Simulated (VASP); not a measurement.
A run of VASP 6.6.1:

INCAR

```
AGGAC    = 0.0          
ALGO     = Normal         # electronic algorithm
EDIFF    = 1E-6           # SCF threshold, eV
EDIFFG   = -0.01          # ionic threshold
ENCUT    = 600            # plane-wave cutoff, eV
GGA      = MK             # functional
IBRION   = 2              # ionic algorithm
ISIF     = 3              # what is computed and relaxed
ISMEAR   = -1             # smearing method
ISPIN    = 2              # spin polarisation
LASPH    = True           # aspherical terms in the spheres
LCHARG   = False          # write CHGCAR
LMAXMIX  = 4              # l up to which the mixer works
LORBIT   = 11             # projections on sites
LREAL    = False          # projectors in reciprocal space
LUSE_VDW = True         
LWAVE    = False          # write WAVECAR
MAGMOM   = 2 2 2 1        # initial moments
NELM     = 150            # most SCF steps
NSW      = 60             # ionic steps
PARAM1   = 0.1234       
PARAM2   = 1.0          
PREC     = Accurate       # precision mode
SIGMA    = 0.05           # smearing width, eV
```

The input KPOINTS:

```
k-points
0
Gamma
  8 8 8
```

POSCAR

```
TiCo3
1.0
    3.5710000000      0.0000000000      0.0000000000
    0.0000000000      3.5710000000      0.0000000000
    0.0000000000      0.0000000000      3.5710000000
Co Ti
3 1
Direct
    0.5000000000      0.5000000000      0.0000000000
    0.5000000000      0.0000000000      0.5000000000
    0.0000000000      0.5000000000      0.5000000000
    0.0000000000      0.0000000000      0.0000000000
```

Potentials or basis: VASP PAW PBE potentials, release 64 (Co, Ti_sv).

Command:

```console
$ cat potpaw_PBE.64/Co/POTCAR potpaw_PBE.64/Ti_sv/POTCAR > POTCAR
$ mpirun -np 1 vasp_std > vasp.out
```

Hardware: 1 thread of AMD EPYC 9R14 (Zen 4), on a shared host.

How long does it take, and how much memory?

It took 6.6 min on 1 thread of AMD EPYC 9R14 (Zen 4), with other jobs on the host, peak memory 0.4 GiB. Counts: scf iterations 54, k points 35, ion steps 4.
